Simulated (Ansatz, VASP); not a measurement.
**TiO2: VASP beside Ansatz**

```
CELL_PARAMETERS angstrom
4.51500 0.00000 0.00000
0.00000 5.49700 0.00000
0.00000 0.00000 4.93900
ATOMIC_POSITIONS crystal
Ti 0.00000 0.17453 0.25000
Ti 0.50000 0.32547 0.75000
Ti 0.00000 0.82547 0.75000
Ti 0.50000 0.67453 0.25000
O 0.27040 0.38191 0.41969
O 0.22960 0.11809 0.91969
O 0.77040 0.11809 0.58031
O 0.72960 0.38191 0.08031
O 0.72960 0.61809 0.58031
O 0.77040 0.88191 0.08031
O 0.22960 0.88191 0.41969
O 0.27040 0.61809 0.91969
```

Alike in both runs: functional PBE; k mesh 5 × 5 × 5; occupations fermi-dirac, width 0.02 eV; no spin polarisation.

Ansatz relaxed the structure, and its values are those at the end. VASP's run is a single point on that final structure, the one shown.

```csv
,VASP,Ansatz
version,VASP 6.6.1,Ansatz 0.2.0
potentials or method,"VASP PAW PBE potentials, release 64 (Ti_sv, O)","plane-wave PAW, scalar-relativistic"
plane-wave cutoff (eV),520,420
valence electrons in the cell,96,96
```

|  | VASP | Ansatz | Ansatz less VASP |
| --- | --- | --- | --- |
| gap on the k mesh at the Fermi level (eV) | 2.64 | 2.66 | +0.021 |
| pressure (GPa) | 5.9 | 5.2 | -0.74 |
| rms of the force components (eV/Å) | 0.018 | 0.001 | -0.0168 |

With one functional, cell and mesh, what is left measures potentials, basis and numerics. Ansatz warned: «stress_scf_threshold_loose».

Caveats: an odd mesh through Γ misses points on the zone boundary, where band edges often lie.
